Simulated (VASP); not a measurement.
# TaS2 (P-3m1) in VASP: further runs

One crystal, TaS2, is run at these levels: PBE+D3(BJ); tasks: relaxation of cell and atoms.

Program: VASP 6.6.1. These are calculated values, not measurements. Logs are shortened: lines on timing, memory, paths and dates and some standing lists are left out, and cuts for length are marked.

**1. Starting point**

Symmetry: P-3m1, No. 164, trigonal system. Conventional cell: a = 3.350 Å, b = 3.350 Å, c = 5.860 Å, α = 90.00°, β = 90.00°, γ = 120.00°. Ta (site symmetry -3m) is surrounded by 6 S at 2.43 Å. S (site symmetry 3m) has 3 Ta at 2.43 Å as nearest neighbours.

**2. Relaxation of cell and atoms, PBE+D3(BJ)**

INCAR

```
SYSTEM = TaS2
ALGO = Normal
EDIFF = 1E-6
EDIFFG = -0.01
ENCUT = 600
GGA = PE
IBRION = 2
ISIF = 3
ISMEAR = 1
IVDW = 12
LASPH = .TRUE.
LCHARG = .FALSE.
LREAL = .FALSE.
LWAVE = .FALSE.
NELM = 80
NSW = 90
PREC = Accurate
SIGMA = 0.1
```

KPOINTS

```
k-points
0
G
  15 15 6
  0 0 0
```

POSCAR

```
TaS2
1.0
    3.3500000000      0.0000000000      0.0000000000
   -1.6750000000      2.9011851000      0.0000000000
    0.0000000000      0.0000000000      5.8600000000
Ta S
1 2
Direct
    0.0000000000      0.0000000000      0.0000000000
    0.3333333300      0.6666666700      0.2500000000
    0.6666666700      0.3333333300      0.7500000000
```

Potentials or basis: VASP PAW PBE potentials, release 64 (Ta_pv, S).

Run with:

```
> cat potpaw_PBE.64/Ta_pv/POTCAR potpaw_PBE.64/S/POTCAR > POTCAR
> mpirun -np 1 vasp_std > vasp.out
```

OUTCAR:

```text
SYSTEM = TaS2
   EDIFF = 1E-6
   EDIFFG = -0.01
   ENCUT = 600
   GGA = PE
   IBRION = 2
   ISIF = 3
   ISMEAR = 1
   IVDW = 12
   LASPH = .TRUE.
   LREAL = .FALSE.
   NELM = 80
   NSW = 90
   PREC = Accurate
 IVDW          = 12

 ion  position               nearest neighbor table
   1  0.000  0.000  0.000-   2 2.43   3 2.43   2 2.43   3 2.43   3 2.43   2 2.43
   2  0.333  0.667  0.250-   1 2.43   1 2.43   1 2.43
   3  0.667  0.333  0.750-   1 2.43   1 2.43   1 2.43

  LATTYP: Found a hexagonal cell.
 ALAT       =     3.3500000000
 C/A-ratio  =     1.7492537313

  Lattice vectors:

 A1 = (   3.3500000000,   0.0000000000,   0.0000000000)
 A2 = (  -1.6750000000,   2.9011851000,   0.0000000000)
 A3 = (   0.0000000000,   0.0000000000,   5.8600000000)

Analysis of symmetry for initial positions (statically):
=====================================================================
 Subroutine PRICEL returns:
 Original cell was already a primitive cell.

 Routine SETGRP: Setting up the symmetry group for a
 hexagonal supercell.

 Subroutine GETGRP returns: Found 12 space group operations
 (whereof 12 operations were pure point group operations)
 out of a pool of 24 trial point group operations.

The static configuration has the point symmetry D_3d.

Analysis of symmetry for dynamics (positions and initial velocities):
=====================================================================
 Subroutine PRICEL returns:
 Original cell was already a primitive cell.

 Routine SETGRP: Setting up the symmetry group for a
 hexagonal supercell.

 Subroutine GETGRP returns: Found 12 space group operations
 (whereof 12 operations were pure point group operations)
 out of a pool of 24 trial point group operations.

The dynamic configuration has the point symmetry D_3d.

 Subroutine INISYM returns: Found 12 space group operations
 (whereof 12 operations are pure point group operations),
 and found     1 'primitive' translations

----------------------------------------------------------------------------------------

                                     Primitive cell

  volume of cell :      56.9532

  direct lattice vectors                    reciprocal lattice vectors
     3.350000000  0.000000000  0.000000000     0.298507463  0.172343364  0.000000000
    -1.675000000  2.901185100  0.000000000     0.000000000  0.344686728  0.000000000
     0.000000000  0.000000000  5.860000000     0.000000000  0.000000000  0.170648464

  length of vectors
     3.350000000  3.349999998  5.860000000     0.344686728  0.344686728  0.170648464

  position of ions in fractional coordinates (direct lattice)
     0.000000000  0.000000000  0.000000000
     0.333333330  0.666666670  0.250000000
     0.666666670  0.333333330  0.750000000

  ion indices of the primitive-cell ions
   primitive index   ion index
                 1           1
                 2           2
                 3           3

----------------------------------------------------------------------------------------

 KPOINTS: k-points

Automatic generation of k-mesh.
 Grid dimensions read from file:
 generate k-points for:   15   15    6

 Generating k-lattice:

  Cartesian coordinates                     Fractional coordinates (reciprocal lattice)
     0.019900498  0.011489558  0.000000000     0.066666667  0.000000000  0.000000000
     0.000000000  0.022979115  0.000000000     0.000000000  0.066666667  0.000000000
     0.000000000  0.000000000  0.028441411     0.000000000  0.000000000  0.166666667

  Length of vectors
     0.022979115  0.022979115  0.028441411

  Shift w.r.t. Gamma in fractional coordinates (k-lattice)
     0.000000000  0.000000000  0.000000000

 Subroutine IBZKPT returns following result:
 ===========================================

 Found    146 irreducible k-points:

 Following reciprocal coordinates:
            Coordinates               Weight
  0.000000  0.000000  0.000000      1.000000
  0.066667  0.000000  0.000000      6.000000
  0.133333  0.000000  0.000000      6.000000
  0.200000  0.000000  0.000000      6.000000
  0.266667  0.000000  0.000000      6.000000
  0.333333  0.000000  0.000000      6.000000
[... 16 lines left out ...]
  0.333333  0.200000  0.000000     12.000000
  0.400000  0.200000  0.000000      6.000000
 [... further k-points ...]
   k-points           NKPTS =    146   k-points in BZ     NKDIM =    146   number of bands    NBANDS=     15
   number of dos      NEDOS =    301   number of ions     NIONS =      3
   total plane-waves  NPLWV =  37632
   dimension x,y,z NGX =    28 NGY =   28 NGZ =   48
   dimension x,y,z NGXF=    56 NGYF=   56 NGZF=   96
   ions per type =               1   2
   NGX,Y,Z   is equivalent  to a cutoff of  13.90, 13.90, 13.62 a.u.
   NGXF,Y,Z  is equivalent  to a cutoff of  27.79, 27.79, 27.23 a.u.
 SYSTEM =  TaS2
   PREC   = accura    normal or accurate (medium, high low for compatibility)
   ISTART =      0    job   : 0-new  1-cont  2-samecut
   ICHARG =      2    charge: 1-file 2-atom 10-const
   ISPIN  =      1    spin polarized calculation?
   LNONCOLLINEAR =      F non collinear calculations
   LSORBIT =      F    spin-orbit coupling
   LASPH  =      T    aspherical Exc in radial PAW
   ENCUT  =  600.0 eV  44.10 Ry    6.64 a.u.   6.69  6.69 11.70*2*pi/ulx,y,z
   NELM   =     80;   NELMIN=  2; NELMDL= -5     # of ELM steps
   EDIFF  = 0.1E-05   stopping-criterion for ELM
   LREAL  =      F    real-space projection
   EDIFFG = -.1E-01   stopping-criterion for IOM
   NSW    =     90    number of steps for IOM
   IBRION =      2    ionic relax: 0-MD 1-quasi-New 2-CG
   NFREE  =      1    steps in history (QN), initial steepest desc. (CG)
   ISIF   =      3    stress and relaxation
   ISYM   =      2    0-nonsym 1-usesym 2-fastsym
   POTIM  = 0.5000    time-step for ionic-motion
   TEBEG  =    0.0;   TEEND  =   0.0 temperature during run
   PSTRESS=    0.0 pullay stress
   NELECT =      23.0000    total number of electrons
   NUPDOWN=      -1.0000    fix difference up-down
   EMIN   =  10.00;   EMAX   =-10.00  energy-range for DOS
   EFERMI =   0.00;   METHOD = LEGACY
   ISMEAR =     1;   SIGMA  =   0.10  broadening in eV -4-tet -1-fermi 0-gaus
   EFERMI_NEDOS =   21; number of points for ismear=-14 and -15
   IALGO  =     38    algorithm
   IMIX   =      4    mixing-type and parameters
     AMIX     =   0.40;   BMIX     =  1.00
     AMIX_MAG =   1.60;   BMIX_MAG =  1.00
  volume/ion in A,a.u.               =      18.98       128.11
  Fermi-wavevector in a.u.,A,eV,Ry     =   1.210073  2.286706 19.922686  1.464276
  Thomas-Fermi vector in A             =   2.345631
   LORBIT       =      0    0 simple, 1 ext, 2 COOP (PROOUT), +10 PAW based schemes
   GGA     = PE    functional components
   LHFCALC =     F    Hartree Fock is set to
   AEXX    =    0.0000 exact exchange contribution
   IVDW    =    12    specifies the selected vdW correction
   LEPSILON=     F    determine dielectric tensor
   LRPA    =     F    only Hartree local field effects (RPA)
 conjugate gradient relaxation of ions
 non-spin polarized calculation
 Methfessel and Paxton  Order N= 1 SIGMA  =   0.10
  energy-cutoff  :      600.00
  volume of cell :       56.95
 maximum number of plane-waves:      1931
 NGX is ok and might be reduce to    28
   NGX = 13   NGY = 13   NGZ = 23

--------------------------------------- Ionic step        1  -------------------------------------------

 number of electron      22.9999999 magnetization

 Free energy of the ion-electron system (eV)
  ---------------------------------------------------
  ext. energy  EPLUGINS =         0.00000000
  ---------------------------------------------------
  free energy    TOTEN  =       -23.01825548 eV

  energy without entropy =      -23.01761470  energy(sigma->0) =      -23.01804189

------------------------ aborting loop because EDIFF is reached ----------------------------------------

 Edisp (eV)   -1.24051

 E8    (eV) :    -0.5304

  FORCE on cell =-STRESS in cart. coord.  units (eV):
  Direction    XX          YY          ZZ          XY          YZ          ZX
  --------------------------------------------------------------------------------------
  -------------------------------------------------------------------------------------
  Total       1.36744     1.36744     3.08718     0.00000     0.00000    -0.00000
  in kB      38.46800    38.46800    86.84706     0.00000     0.00000    -0.00000
  external pressure =       54.59 kB  Pullay stress =        0.00 kB
[... 100 lines left out ...]
  FREE ENERGIE OF THE ION-ELECTRON SYSTEM (eV)
  ---------------------------------------------------
  free  energy   TOTEN  =       -24.3255656574 eV

  energy  without entropy=      -24.3251333962  energy(sigma->0) =      -24.32542157

[... ionic steps 4 to 22 ...]

--------------------------------------- Ionic step       23  -------------------------------------------

 number of electron      22.9999999 magnetization

------------------------ aborting loop because EDIFF is reached ----------------------------------------

 Edisp (eV)   -1.27853

 E8    (eV) :    -0.5474
[... 71 lines left out ...]
  energy  without entropy=      -24.3548349310  energy(sigma->0) =      -24.35515363

--------------------------------------- Ionic step       25  -------------------------------------------

 number of electron      22.9999999 magnetization

 Free energy of the ion-electron system (eV)
  ---------------------------------------------------
  ext. energy  EPLUGINS =         0.00000000
  ---------------------------------------------------
  free energy    TOTEN  =       -23.07743532 eV

  energy without entropy =      -23.07696007  energy(sigma->0) =      -23.07727691

 E-fermi :   5.9563     XC(G=0): -10.7548

 val. band max:        5.9455750348   @ k =   0.0000   0.1333   0.1667
 cond. band min:       5.9617334693   @ k =  -0.1333   0.3333   0.3333
 fundamental gap:      0.0161584345
 Fermi energy:         5.9562576188

 k-point     1 :       0.0000    0.0000    0.0000
  band No.  band energies     occupation
      1     -29.3026      2.00000
      2     -29.2770      2.00000
      3     -29.2770      2.00000
      4      -9.1156      2.00000
      5      -7.0633      2.00000
      6      -1.2043      2.00000
      7       2.1625      2.00000
      8       2.1625      2.00000
      9       4.8372      2.00000
     10       5.3667      2.00000
     11       5.3667      2.00000
     12       5.8957      1.84495
     13       6.1611     -0.01363
     14       6.1611     -0.01363
     15       9.6431      0.00000
[... 397 lines left out ...]
 k-point    24 :       0.4000    0.2000    0.0000
  band No.  band energies     occupation
      1     -29.5462      2.00000
      2     -29.4156      2.00000
      3     -29.2380      2.00000
      4      -7.0628      2.00000
      5      -6.8097      2.00000
      6      -0.4261      2.00000
      7       0.7388      2.00000
      8       1.6260      2.00000
      9       1.8717      2.00000
     10       2.1328      2.00000
     11       2.8498      2.00000
     12       6.6887     -0.00000
     13       8.3150      0.00000
     14       8.5203      0.00000
     15       9.8782      0.00000

 [... further k-points ...]

------------------------ aborting loop because EDIFF is reached ----------------------------------------

 Edisp (eV)   -1.27789

 E8    (eV) :    -0.5471

  FORCE on cell =-STRESS in cart. coord.  units (eV):
  Direction    XX          YY          ZZ          XY          YZ          ZX
  --------------------------------------------------------------------------------------
  -------------------------------------------------------------------------------------
  Total       0.00090     0.00090    -0.00647     0.00000     0.00000     0.00000
  in kB       0.02596     0.02596    -0.18662     0.00000     0.00000     0.00000
  external pressure =       -0.04 kB  Pullay stress =        0.00 kB
[... 18 lines left out ...]
  FREE ENERGIE OF THE ION-ELECTRON SYSTEM (eV)
  ---------------------------------------------------
  free  energy   TOTEN  =       -24.3553217732 eV

  energy  without entropy=      -24.3548465190  energy(sigma->0) =      -24.35516336

 reached required accuracy - stopping structural energy minimisation
```

It took 16 min on 1 thread of Intel Xeon Platinum 8488C (Sapphire Rapids), shared host; peak memory 0.32 GiB.

What came out:

```
Free energy                            : -24.3553 eV
Relaxed volume                         : 18.50 Å³/atom
Relaxed cell                           : a = 3.327 Å, b = 3.327 Å, c = 5.792 Å, α = 90.00°, β = 90.00°, γ = 120.00°
Space group after relaxing (to 0.05 Å) : P-3m1 (No. 164)
Energy gained by relaxing              : 32.2 meV/atom
Ionic steps                            : 25
Pressure after relaxing                : 0.0 GPa
Largest force after relaxing           : 0.003 eV/Å
Band gap on the k mesh                 : none (metal or under the smearing width)
Dispersion energy per atom             : -0.426 eV
```

Forces on the atoms (eV/Å):
```
Ta   0.000  0.000  0.000
S    0.000  0.000 -0.003
S    0.000  0.000  0.003
```

Step by step:
| step | energy change (eV) | largest force (eV/Å) | pressure (GPa) | volume (Å³) |
| --- | --- | --- | --- | --- |
| 1 | 0.0000 | 1.2617 | 5.46 | 56.95 |
| 2 | 0.1134 | 1.2517 | -10.57 | 62.44 |
| 3 | -0.0668 | 0.2078 | -1.54 | 58.94 |
| 4 | -0.0669 | 0.2381 | -1.36 | 58.87 |
| 5 | -0.0821 | 0.1370 | -0.66 | 58.00 |
| 6 | -0.0842 | 0.0856 | -0.28 | 57.55 |
| 7 | -0.0866 | 0.1335 | 0.10 | 57.20 |
| 8 | -0.0897 | 0.2542 | 1.15 | 56.32 |
| 9 | -0.0905 | 0.2399 | 1.07 | 56.29 |
| 10 | -0.0924 | 0.1981 | 0.81 | 56.19 |
| 11 | -0.0951 | 0.1139 | 0.32 | 56.01 |
| 12 | -0.0955 | 0.0528 | -0.63 | 55.63 |
| 13 | -0.0962 | 0.0246 | -0.20 | 55.80 |
| 14 | -0.0962 | 0.0201 | -0.23 | 55.79 |
| 15 | -0.0963 | 0.0175 | -0.20 | 55.73 |
| 16 | -0.0965 | 0.0105 | -0.05 | 55.55 |
| 17 | -0.0963 | 0.0043 | 0.24 | 55.20 |
| 18 | -0.0965 | 0.0063 | 0.04 | 55.46 |
| 19 | -0.0965 | 0.0071 | 0.05 | 55.47 |
| 20 | -0.0965 | 0.0089 | 0.01 | 55.51 |
| 21 | -0.0965 | 0.0075 | 0.00 | 55.48 |
| 22 | -0.0965 | 0.0070 | 0.00 | 55.47 |
| 23 | -0.0965 | 0.0027 | 0.00 | 55.49 |
| 24 | -0.0965 | 0.0108 | -0.08 | 55.53 |
| 25 | -0.0966 | 0.0030 | 0.00 | 55.51 |

Final structure:
```xyz
3
Lattice="3.3267 0.0000 0.0000 -1.6633 2.8810 0.0000 0.0000 0.0000 5.7916" Properties=species:S:1:pos:R:3 pbc="T T T"
Ta    0.0000    0.0000    5.7916
S     0.0000    1.9206    1.5465
S     1.6633    0.9603    4.2452
```

Spin-orbit coupling is left out, which matters for the levels of Ta.

**3. Relaxation of cell and atoms, PBE+D3(BJ)**

This run uses another cell than the first one, of 18.50 Å³/atom, 0.975 times its volume.

INCAR, as its differences from that of step 2:

```diff
@@ -2,4 +2,4 @@
 ALGO = Normal
-EDIFF = 1E-6
-EDIFFG = -0.01
+EDIFF = 1E-7
+EDIFFG = -0.005
 ENCUT = 600
```

KPOINTS is that of step 2.

POSCAR

```
TaS2                                    
1.0
    3.3266509319     -0.0000000000      0.0000000000
   -1.6633254660      2.8809642140      0.0000000000
    0.0000000000     -0.0000000000      5.7916432872
  Ta              S             
     1     2
Direct
     0.0000000000000000    0.0000000000000000    1.0000000000000000
     0.3333333300000021    0.6666666699999979    0.2670189130029913
     0.6666666699999979    0.3333333300000021    0.7329810869970089
```

Potentials or basis: VASP PAW PBE potentials, release 64 (Ta_pv, S).

Run with:

```
> cat potpaw_PBE.64/Ta_pv/POTCAR potpaw_PBE.64/S/POTCAR > POTCAR
> mpirun -np 1 vasp_std > vasp.out
```

It took 88 s on 1 thread of Intel Xeon Platinum 8488C (Sapphire Rapids), shared host; peak memory 0.31 GiB.

The run converged. Its results:

| Quantity | Value |
| --- | --- |
| Free energy | -24.3552 eV |
| Pressure after relaxing | 0.0 GPa |
| Band gap on the k mesh | none (metal or under the smearing width) |
| Dispersion energy per atom | -0.426 eV |

Forces in eV/Å, atoms in the order of the input:
```
Ta   0.000  0.000  0.000
S    0.000  0.000 -0.003
S    0.000  0.000  0.003
```

Final structure:
```yaml
crystal:
  lattice:
    - [3.32665, 0.00000, 0.00000]
    - [-1.66333, 2.88096, 0.00000]
    - [0.00000, 0.00000, 5.79164]
  atoms:
    - { symbol: Ta, position: [0.00000, 0.00000, 0.00000] }
    - { symbol: S, position: [0.33333, 0.66667, 0.26702] }
    - { symbol: S, position: [0.66667, 0.33333, 0.73298] }
```

Levels at points of the mesh, in eV from the Fermi level:
```csv
k point,band 8,band 9,band 10,band 11,band 12,band 13,band 14,band 15
"(0.00, 0.00, 0.00)",-3.79,-1.12,-0.59,-0.59,-0.06,0.20,0.20,3.69
"(0.00, 0.00, 0.50)",-3.74,-3.74,-0.82,-0.82,0.16,0.16,1.06,4.26
```

Caveat: the relaxation stopped at its first step, so nothing moved; pairwise dispersion overbinds metals, which lowers pressure and volume.
